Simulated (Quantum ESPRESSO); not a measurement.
# CdS (Greenockite) (P6_3mc) in Quantum ESPRESSO: reference runs

Reference runs on CdS (Greenockite): the cell as given and a disturbed copy.

All numbers are computed with Quantum ESPRESSO 7.5; they aren't measurements. Logs are shortened: lines on timing, memory, paths and dates and some standing lists are left out, and cuts for length are marked.

**The experiment to reproduce.**

“Isotope dependence of band-gap energy”, 2008, arxiv:0807.2152 quotes, for a bulk crystal of CdS: band gap 2.5809 ± 0.0002 eV.

How close the calculation comes is told below.

**1. The structure**

It takes space group P6_3mc (No. 186, hexagonal). Conventional cell: a = 4.150 Å, b = 4.150 Å, c = 6.737 Å, α = 90.00°, β = 90.00°, γ = 120.00°. Cd (site symmetry 3m) is surrounded by 4 S at 2.53 to 2.54 Å. S (site symmetry 3m) is surrounded by 4 Cd at 2.53 to 2.54 Å.

**2. Single point, PBE**

pw.in reads:

```
&CONTROL
  calculation = 'scf'
  prefix = 'pwscf'
  outdir = './tmp'
  pseudo_dir = './pseudo'
  tprnfor = .true.
  tstress = .true.
  disk_io = 'nowf'
/
&SYSTEM
  ibrav = 0
  nat = 4
  ntyp = 2
  ecutwfc = 60
  ecutrho = 480
  nbnd = 26
  occupations = 'smearing'
  smearing = 'fd'
  degauss = 0.00367493
/
&ELECTRONS
  conv_thr = 8d-10
  electron_maxstep = 120
  mixing_beta = 0.5
/
ATOMIC_SPECIES
Cd   112.4140 Cd.pbe-dn-rrkjus_psl.0.3.1.UPF
S     32.0600 s_pbe_v1.4.uspp.F.UPF
CELL_PARAMETERS angstrom
   4.1500000000    0.0000000000    0.0000000000
  -2.0750000000    3.5940054257    0.0000000000
   0.0000000000    0.0000000000    6.7370000000
ATOMIC_POSITIONS crystal
Cd     0.6666666667    0.3333333333    0.5000000000
Cd     0.3333333333    0.6666666667    0.0000000000
S      0.6666666667    0.3333333333    0.8750000000
S      0.3333333333    0.6666666667    0.3750000000
K_POINTS automatic
7 7 4 0 0 0
```

Potentials or basis: SSSP 1.3 efficiency PBE.

Launch:

```
$ OMP_NUM_THREADS=1 pw.x -in pw.in > pw.out
```

pw.out:

```text
This program is part of the open-source Quantum ESPRESSO suite
     for quantum simulation of materials; please cite
         "P. Giannozzi et al., J. Phys.:Condens. Matter 21 395502 (2009);
         "P. Giannozzi et al., J. Phys.:Condens. Matter 29 465901 (2017);
         "P. Giannozzi et al., J. Chem. Phys. 152 154105 (2020);
     in publications or presentations arising from this work. More details at

     file Cd.pbe-dn-rrkjus_psl.0.3.1.UPF: wavefunction(s)  4D renormalized
     Message from routine setup:
     using ibrav=0 with symmetry is DISCOURAGED, use correct ibrav instead

     G-vector sticks info
     --------------------
     sticks:   dense  smooth     PW     G-vecs:    dense   smooth      PW
     Sum        2053    1027    295               120497    42477    6567

     Using Slab Decomposition

     bravais-lattice index     =            0
     lattice parameter (alat)  =       7.8424  a.u.
     unit-cell volume          =     678.0941 (a.u.)^3
     number of atoms/cell      =            4
     number of atomic types    =            2
     number of electrons       =        36.00
     number of Kohn-Sham states=           26
     kinetic-energy cutoff     =      60.0000  Ry
     charge density cutoff     =     480.0000  Ry
     scf convergence threshold =      8.0E-10
     mixing beta               =       0.5000
     number of iterations used =            8  plain     mixing
     Exchange-correlation=  SLA  PW   PBX  PBC
                           (   1   4   3   4   0   0   0)

     celldm(1)=   7.842363  celldm(2)=   0.000000  celldm(3)=   0.000000
     celldm(4)=   0.000000  celldm(5)=   0.000000  celldm(6)=   0.000000

     crystal axes: (cart. coord. in units of alat)
               a(1) = (   1.000000   0.000000   0.000000 )
               a(2) = (  -0.500000   0.866025   0.000000 )
               a(3) = (   0.000000   0.000000   1.623373 )

     reciprocal axes: (cart. coord. in units 2 pi/alat)
               b(1) = (  1.000000  0.577350 -0.000000 )
               b(2) = (  0.000000  1.154701  0.000000 )
               b(3) = (  0.000000 -0.000000  0.616001 )

     PseudoPot. # 1 for Cd read from file:
     Cd.pbe-dn-rrkjus_psl.0.3.1.UPF
     Pseudo is Ultrasoft + core correction, Zval = 12.0
     Generated using "atomic" code by A. Dal Corso  v.5.0.99 svn rev. 10869
     Using radial grid of 1239 points,  6 beta functions with:
                l(1) =   0
                l(2) =   0
                l(3) =   1
                l(4) =   1
                l(5) =   2
                l(6) =   2
     Q(r) pseudized with 0 coefficients

     PseudoPot. # 2 for S  read from file:
     s_pbe_v1.4.uspp.F.UPF
     Pseudo is Ultrasoft + core correction, Zval =  6.0
     Generated by new atomic code, or converted to UPF format
     Using radial grid of  907 points,  6 beta functions with:
                l(1) =   0
                l(2) =   0
                l(3) =   1
                l(4) =   1
                l(5) =   2
                l(6) =   2
     Q(r) pseudized with  8 coefficients,  rinner =    1.300   1.300   1.300
                                                       1.300   1.300

     atomic species   valence    mass     pseudopotential
     Cd               12.00   112.41400     Cd( 1.00)
     S                 6.00    32.06000     S ( 1.00)

     12 Sym. Ops. (no inversion) found ( 6 have fractional translation)

   Cartesian axes

     site n.     atom                  positions (alat units)
         1        Cd     tau(   1) = (   0.5000000   0.2886751   0.8116867  )
         2        Cd     tau(   2) = (  -0.0000000   0.5773503   0.0000000  )
         3        S      tau(   3) = (   0.5000000   0.2886751   1.4204518  )
         4        S      tau(   4) = (  -0.0000000   0.5773503   0.6087651  )

     number of k points=    24  Fermi-Dirac smearing, width (Ry)=  0.0037
                       cart. coord. in units 2pi/alat
        k(    1) = (   0.0000000   0.0000000   0.0000000), wk =   0.0102041
        k(    2) = (   0.0000000   0.0000000   0.1540003), wk =   0.0204082
        k(    3) = (   0.0000000   0.0000000  -0.3080006), wk =   0.0102041
        k(    4) = (   0.0000000   0.1649572   0.0000000), wk =   0.0612245
        k(    5) = (   0.0000000   0.1649572   0.1540003), wk =   0.1224490
        k(    6) = (   0.0000000   0.1649572  -0.3080006), wk =   0.0612245
[... 16 lines left out ...]
        k(   23) = (   0.2857143   0.4948717   0.1540003), wk =   0.1224490
        k(   24) = (   0.2857143   0.4948717  -0.3080006), wk =   0.0612245

     Dense  grid:   120497 G-vectors     FFT dimensions: (  60,  60,  90)

     Smooth grid:    42477 G-vectors     FFT dimensions: (  40,  40,  64)

     Initial potential from superposition of free atoms

     starting charge      35.9902, renormalised to      36.0000
     Starting wfcs are   26 randomized atomic wfcs

     Self-consistent Calculation

     iteration #  1     ecut=    60.00 Ry     beta= 0.50
     Davidson diagonalization with overlap
     ethr =  1.00E-02,  avg # of iterations =  5.5

     Threshold (ethr) on eigenvalues was too large:
     Diagonalizing with lowered threshold

     Davidson diagonalization with overlap
     ethr =  4.65E-04,  avg # of iterations =  2.0

     total energy              =    -292.84430938 Ry
     estimated scf accuracy    <       0.16649642 Ry

     iteration #  2     ecut=    60.00 Ry     beta= 0.50
     Davidson diagonalization with overlap
     ethr =  4.62E-04,  avg # of iterations =  2.0

     total energy              =    -292.87802856 Ry
     estimated scf accuracy    <       0.00670163 Ry

     iteration #  3     ecut=    60.00 Ry     beta= 0.50
     Davidson diagonalization with overlap
     ethr =  1.86E-05,  avg # of iterations =  6.4

     total energy              =    -292.87875203 Ry
     estimated scf accuracy    <       0.00157141 Ry

     iteration #  4     ecut=    60.00 Ry     beta= 0.50
     Davidson diagonalization with overlap
     ethr =  4.37E-06,  avg # of iterations =  3.1

     total energy              =    -292.87891689 Ry
     estimated scf accuracy    <       0.00015624 Ry

     iteration #  5     ecut=    60.00 Ry     beta= 0.50
     Davidson diagonalization with overlap
     ethr =  4.34E-07,  avg # of iterations =  3.5

     total energy              =    -292.87900146 Ry
     estimated scf accuracy    <       0.00007448 Ry

     iteration #  6     ecut=    60.00 Ry     beta= 0.50
     Davidson diagonalization with overlap
     ethr =  2.07E-07,  avg # of iterations =  1.3

     total energy              =    -292.87898070 Ry
     estimated scf accuracy    <       0.00003509 Ry

     iteration #  7     ecut=    60.00 Ry     beta= 0.50
     Davidson diagonalization with overlap
     ethr =  9.75E-08,  avg # of iterations =  2.2

     total energy              =    -292.87899472 Ry
     estimated scf accuracy    <       0.00000514 Ry

     iteration #  8     ecut=    60.00 Ry     beta= 0.50
     Davidson diagonalization with overlap
     ethr =  1.43E-08,  avg # of iterations =  3.9

     total energy              =    -292.87899599 Ry
     estimated scf accuracy    <       0.00000010 Ry

     iteration #  9     ecut=    60.00 Ry     beta= 0.50
     Davidson diagonalization with overlap
     ethr =  2.74E-10,  avg # of iterations =  5.4

     total energy              =    -292.87899590 Ry
     estimated scf accuracy    <       0.00000069 Ry

     iteration # 10     ecut=    60.00 Ry     beta= 0.50
     Davidson diagonalization with overlap
     ethr =  2.74E-10,  avg # of iterations =  3.1

     total energy              =    -292.87899611 Ry
     estimated scf accuracy    <       0.00000005 Ry

     iteration # 11     ecut=    60.00 Ry     beta= 0.50
     Davidson diagonalization with overlap
     ethr =  1.34E-10,  avg # of iterations =  2.0

     End of self-consistent calculation

          k = 0.0000 0.0000 0.0000 (  5299 PWs)   bands (ev):

    -7.0584  -6.6283  -2.3367  -2.3145  -2.3145  -2.2270  -2.2270  -1.9063
    -1.9063  -1.8148  -1.8148  -1.4850   0.9027   4.4942   4.4942   5.2163
     5.2599   5.2599   6.4299   8.0275  11.6983  11.6983  12.0266  12.8044
    12.8044  12.9314

          k = 0.0000 0.0000 0.1540 (  5347 PWs)   bands (ev):

    -6.9943  -6.6892  -2.3052  -2.3052  -2.2920  -2.2434  -2.2434  -1.8899
    -1.8899  -1.8251  -1.8251  -1.7573   1.5186   4.2205   4.5998   4.5998
     5.1406   5.1406   7.3184   8.0994  11.5475  11.7700  11.7700  12.3209
    12.5196  12.5196

          k = 0.0000 0.0000-0.3080 (  5360 PWs)   bands (ev):

    -6.8402  -6.8402  -2.2778  -2.2778  -2.2778  -2.2778  -2.1143  -2.1143
    -1.8546  -1.8546  -1.8546  -1.8546   2.8021   2.8021   4.8633   4.8633
     4.8633   4.8633   8.0767   8.0767  11.4224  11.4224  12.0520  12.0520
    12.0520  12.0520

          k = 0.0000 0.1650 0.0000 (  5343 PWs)   bands (ev):

    -6.9888  -6.5984  -2.3112  -2.2870  -2.2650  -2.1941  -2.1868  -1.9216
    -1.9053  -1.8436  -1.8086  -1.4378   1.0390   3.7464   4.2557   4.2815
     5.0675   5.1221   7.3713   8.7181  11.1141  11.9762  12.1497  12.5300
    12.7769  13.2254

          k = 0.0000 0.1650 0.1540 (  5330 PWs)   bands (ev):

    -6.9297  -6.6527  -2.2866  -2.2751  -2.2435  -2.2070  -2.2043  -1.9044
    -1.8893  -1.8787  -1.8209  -1.6627   1.5920   3.7283   3.9444   4.3735
     4.8306   4.9846   7.9025   8.7828  11.0777  11.5005  11.9922  12.0795
    12.8315  12.9271

          k = 0.0000 0.1650-0.3080 (  5330 PWs)   bands (ev):

    -6.7888  -6.7888  -2.2490  -2.2490  -2.2425  -2.2425  -2.0910  -2.0910
    -1.8532  -1.8532  -1.8365  -1.8365   2.7015   2.7015   4.3281   4.3281
     4.6694   4.6694   8.6805   8.6805  10.8806  10.8806  12.2224  12.2224
    12.4196  12.4196

          k = 0.0000 0.3299 0.0000 (  5333 PWs)   bands (ev):

    -6.8230  -6.5389  -2.2600  -2.2366  -2.1425  -2.0957  -2.0633  -1.9507
    -1.8830  -1.8711  -1.7945  -1.3391   1.3125   2.5870   3.0550   3.7823
     4.6284   4.8079   8.4249   9.2688  10.6868  11.5235  12.2861  12.8608
    13.4630  13.7127
[... 87 lines left out ...]
    -6.5988  -6.5220  -2.2114  -2.1838  -2.0944  -2.0406  -1.9721  -1.9108
    -1.8470  -1.8173  -1.4728  -1.3727   1.1549   1.5378   2.9266   3.4513
     3.8997   4.1433   9.0269   9.7397  10.8415  10.9344  11.8987  13.1302
    13.7050  14.6687

          k = 0.1429 0.5774-0.3080 (  5312 PWs)   bands (ev):

    -6.5553  -6.5553  -2.1774  -2.1774  -2.1128  -2.1128  -1.9341  -1.9341
    -1.8364  -1.8364  -1.4244  -1.4244   1.2124   1.2124   3.4268   3.4268
     4.0795   4.0795   9.1416   9.1416  10.8772  10.8772  12.3379  12.3379
    13.9336  13.9336

          k = 0.2857 0.4949 0.0000 (  5322 PWs)   bands (ev):

    -6.5930  -6.5177  -2.2543  -2.1302  -2.0610  -2.0141  -1.9363  -1.9149
    -1.8777  -1.8314  -1.4851  -1.2822   1.4455   1.7786   2.3898   3.0795
     3.7603   3.7812   9.9899   9.9986  10.4112  11.9158  12.4210  12.8992
    13.4906  14.5498

          k = 0.2857 0.4949 0.1540 (  5304 PWs)   bands (ev):

    -6.5768  -6.5234  -2.2161  -2.1478  -2.0980  -2.0385  -1.9267  -1.9234
    -1.8669  -1.8544  -1.4529  -1.3088   1.3195   1.5718   2.5536   3.4747
     3.5817   4.0406   9.6952  10.0299  10.5927  11.5809  11.9045  12.3822
    13.8796  14.4615

          k = 0.2857 0.4949-0.3080 (  5338 PWs)   bands (ev):

    -6.5448  -6.5448  -2.1527  -2.1527  -2.1166  -2.1166  -1.9288  -1.9288
    -1.8634  -1.8634  -1.3787  -1.3787   1.3140   1.3140   3.0097   3.0097
     4.1205   4.1205   9.5663   9.5663  11.2538  11.2538  11.8065  11.8065
    13.9150  13.9150

     the Fermi energy is     5.8751 ev

!    total energy              =    -292.87899612 Ry
     estimated scf accuracy    <          7.6E-10 Ry
     smearing contrib. (-TS)   =      -0.00000001 Ry
     internal energy E=F+TS    =    -292.87899611 Ry

     The total energy is F=E-TS. E is the sum of the following terms:
     one-electron contribution =     -97.72886165 Ry
     hartree contribution      =      77.37058384 Ry
     xc contribution           =    -102.75733269 Ry
     ewald contribution        =    -169.76338561 Ry

     convergence has been achieved in  11 iterations

     Forces acting on atoms (cartesian axes, Ry/au):

     atom    1 type  1   force =     0.00000000   -0.00000000   -0.00265783
     atom    2 type  1   force =     0.00000000    0.00000000   -0.00265783
     atom    3 type  2   force =     0.00000000    0.00000000    0.00265783
     atom    4 type  2   force =     0.00000000    0.00000000    0.00265783

     Total force =     0.005316     Total SCF correction =     0.000002

     Computing stress (Cartesian axis) and pressure

          total   stress  (Ry/bohr**3)                   (kbar)     P=       21.54
   0.00013155  -0.00000000   0.00000000           19.35       -0.00        0.00
   0.00000000   0.00013155   0.00000000            0.00       19.35        0.00
   0.00000000   0.00000000   0.00017626            0.00        0.00       25.93

=------------------------------------------------------------------------------=
   JOB DONE.
=------------------------------------------------------------------------------=
```

Run time: 95 s. Hardware: 1 thread of Arm Neoverse V1, shared host; peak memory 0.51 GiB.

Results:

| Item | Value |
| --- | --- |
| Free energy | -3984.8217 eV |
| Pressure | 2.2 GPa |
| Largest force | 0.068 eV/Å |
| Band gap on the k mesh | 1.17 eV, direct |

Forces on the atoms (eV/Å):
```
Cd   0.000  0.000 -0.068
Cd   0.000  0.000 -0.068
S    0.000  0.000  0.068
S    0.000  0.000  0.068
```

**3. Single point, PBE (atoms moved at random, drawn with an rms of 0.05 Å)**

pw.in: that of step 2 with these lines changed.

```diff
@@ -33,6 +33,6 @@
 ATOMIC_POSITIONS crystal
-Cd     0.6666666667    0.3333333333    0.5000000000
-Cd     0.3333333333    0.6666666667    0.0000000000
-S      0.6666666667    0.3333333333    0.8750000000
-S      0.3333333333    0.6666666667    0.3750000000
+Cd     0.6523770000    0.3348300000    0.4982200000
+Cd     0.3323570000    0.6638290000    0.0023890000
+S      0.6625740000    0.3325360000    0.8727730000
+S      0.3393890000    0.6704910000    0.3751140000
 K_POINTS automatic
```

Potentials or basis: SSSP 1.3 efficiency PBE.

Launch:

```
$ OMP_NUM_THREADS=1 pw.x -in pw.in > pw.out
```

pw.out:

```text
This program is part of the open-source Quantum ESPRESSO suite
     for quantum simulation of materials; please cite
         "P. Giannozzi et al., J. Phys.:Condens. Matter 21 395502 (2009);
         "P. Giannozzi et al., J. Phys.:Condens. Matter 29 465901 (2017);
         "P. Giannozzi et al., J. Chem. Phys. 152 154105 (2020);
     in publications or presentations arising from this work. More details at

     file Cd.pbe-dn-rrkjus_psl.0.3.1.UPF: wavefunction(s)  4D renormalized

     G-vector sticks info
     --------------------
     sticks:   dense  smooth     PW     G-vecs:    dense   smooth      PW
     Sum        2053    1027    295               120497    42477    6567

     Using Slab Decomposition

     bravais-lattice index     =            0
     lattice parameter (alat)  =       7.8424  a.u.
     unit-cell volume          =     678.0941 (a.u.)^3
     number of atoms/cell      =            4
     number of atomic types    =            2
[... 948 lines left out ...]
    -1.8752  -1.8499  -1.3880  -1.3764   1.2788   1.3676   2.9614   3.0721
     4.0902   4.1365   9.5301   9.6009  11.2374  11.2571  11.7706  11.8405
    13.8719  13.9656

     the Fermi energy is     5.8767 ev

!    total energy              =    -292.87751185 Ry
     estimated scf accuracy    <          8.4E-11 Ry
     smearing contrib. (-TS)   =      -0.00000002 Ry
     internal energy E=F+TS    =    -292.87751184 Ry

     The total energy is F=E-TS. E is the sum of the following terms:
     one-electron contribution =     -97.77931235 Ry
     hartree contribution      =      77.39227740 Ry
     xc contribution           =    -102.75843530 Ry
     ewald contribution        =    -169.73204159 Ry

     convergence has been achieved in  11 iterations

     Forces acting on atoms (cartesian axes, Ry/au):

     atom    1 type  1   force =     0.01515945   -0.00026881    0.00052070
     atom    2 type  1   force =    -0.00296178    0.00135094   -0.00829211
     atom    3 type  2   force =     0.00381678   -0.00113798    0.00595275
     atom    4 type  2   force =    -0.01601444    0.00005585    0.00181867

     Total force =     0.024911     Total SCF correction =     0.000009

     Computing stress (Cartesian axis) and pressure

          total   stress  (Ry/bohr**3)                   (kbar)     P=       22.41
   0.00013160  -0.00006187   0.00002707           19.36       -9.10        3.98
  -0.00006187   0.00013111   0.00000225           -9.10       19.29        0.33
   0.00002707   0.00000225   0.00019426            3.98        0.33       28.58

=------------------------------------------------------------------------------=
   JOB DONE.
=------------------------------------------------------------------------------=
```

Run time: 5.2 min. Hardware: 1 thread of Arm Neoverse V1, shared host; peak memory 0.66 GiB.

Results:

| Quantity | Value |
| --- | --- |
| Free energy | -3984.8015 eV |
| Pressure | 2.2 GPa |
| Largest force | 0.414 eV/Å |
| Band gap on the k mesh | 1.16 eV, direct |

Forces in eV/Å, atoms in the order of the input:
```
Cd   0.390 -0.007  0.013
Cd  -0.076  0.035 -0.213
S    0.098 -0.029  0.153
S   -0.412  0.001  0.047
```

**4. Against experiment**

Step 2. Measured gap of CdS: 2.5809 eV (quoted in “Isotope dependence of band-gap energy”, 2008, arxiv:0807.2152). This calculation gives 1.17 eV (-1.41 eV). So large a miss can be the level of theory's own, or it may mean another phase, state or a wrong row. Spin-orbit coupling on Cd is left out. The value is that of PBE, without temperature or zero-point motion. Semilocal functionals fall short of measured gaps as a rule.
